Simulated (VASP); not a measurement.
Set up this calculation in VASP 6.6.1, as the native input.

| Property | Result |
| --- | --- |
| Task | band structure |
| Functional | HSE06 |
| Potentials or basis | VASP PAW PBE potentials, release 64 (Ga_d, As) |
| Cutoff | 520 eV |
| k mesh | 4 × 4 × 4 |
| Occupations | gaussian, width 0.03 eV |
| Spin | spin-orbit coupling, no magnetisation |
| Grid for exact exchange (PRECFOCK) | Fast |
| Screening parameter | 0.2 1/A |
| Further INCAR settings | ALGO = Normal; EDIFF = 1e-06; NBANDS = 30 |

GaAs:

```
Ga As
1.0
     0.00000    2.83140    2.83140
     2.83140    0.00000    2.83140
     2.83140    2.83140    0.00000
Ga As
1 1
Direct
  0.00000 0.00000 0.00000
  0.25000 0.25000 0.25000
```

These files were run (other wordings do the same):

POSCAR

```
GaAs                                    
1.0
    0.0000000000      2.8313993248      2.8313993248
    2.8313993248      0.0000000000      2.8313993248
    2.8313993248      2.8313993248      0.0000000000
  Ga              As            
     1     1
Direct
     0.0000000000000000    0.0000000000000000    0.0000000000000000
     0.2500000000000000    0.2500000000000000    0.2500000000000000
```

INCAR.step1

```
ALGO = Normal ; EDIFF = 1E-5
ENCUT = 520 ; GGA = PE
GGA_COMPAT = F ; ISIF = 2
ISMEAR = 0 ; KPAR = 4
LASPH = T ; LCHARG = F
LORBIT = 11 ; LREAL = F
LSORBIT = T ; LWAVE = T
MAGMOM = 0 0 0 0 0 0 ; NBANDS = 30
NELM = 80 ; PREC = Accurate
SIGMA = 0.03
```

INCAR.step2

```
ALGO = Normal ; EDIFF = 1E-6
ENCUT = 520 ; GGA = PE
GGA_COMPAT = F ; HFSCREEN = 0.2
ISIF = 2 ; ISMEAR = 0
ISTART = 1 ; KPAR = 4
LASPH = T ; LCHARG = F
LHFCALC = T ; LORBIT = 11
LREAL = F ; LSORBIT = T
LWAVE = F ; MAGMOM = 0 0 0 0 0 0
NBANDS = 30 ; NELM = 80
PREC = Accurate ; PRECFOCK = Fast
SIGMA = 0.03
```

KPOINTS

```
k-points
0
Gamma
  4 4 4
```

KPOINTS_OPT

```
explicit points
6
Reciprocal
 0.0000000000  0.0000000000  0.0000000000 1
 0.3750000000  0.3750000000  0.7500000000 1
 0.5000000000  0.5000000000  0.5000000000 1
 0.6250000000  0.2500000000  0.6250000000 1
 0.5000000000  0.2500000000  0.7500000000 1
 0.5000000000  0.0000000000  0.5000000000 1
```

Potentials or basis: VASP PAW PBE potentials, release 64 (Ga_d, As).

The run is started by

```sh
$ cat potpaw_PBE.64/Ga_d/POTCAR potpaw_PBE.64/As/POTCAR > POTCAR
$ cp INCAR.step1 INCAR
$ mpirun -np 4 vasp_ncl > vasp.out
$ cp INCAR.step2 INCAR
$ mpirun -np 4 vasp_ncl > vasp.out
```

Results of the run:

```yaml
Pressure: 0.9 GPa
Valence_electrons_inside_the_program's_atomic_spheres: Ga 11.64; As 2.90
```

Caveat: the k mesh is coarse (spacing up to 0.48 Å⁻¹), so the values aren't converged, least of all with exact exchange; the PAW data sets were made with another functional, which shifts forces and pressure a little.

Run time: 15 min on 4 MPI ranks on Intel(R) Xeon(R) Platinum 8488C (Sapphire Rapids) (shared host), peak memory 0.38 GiB a rank.
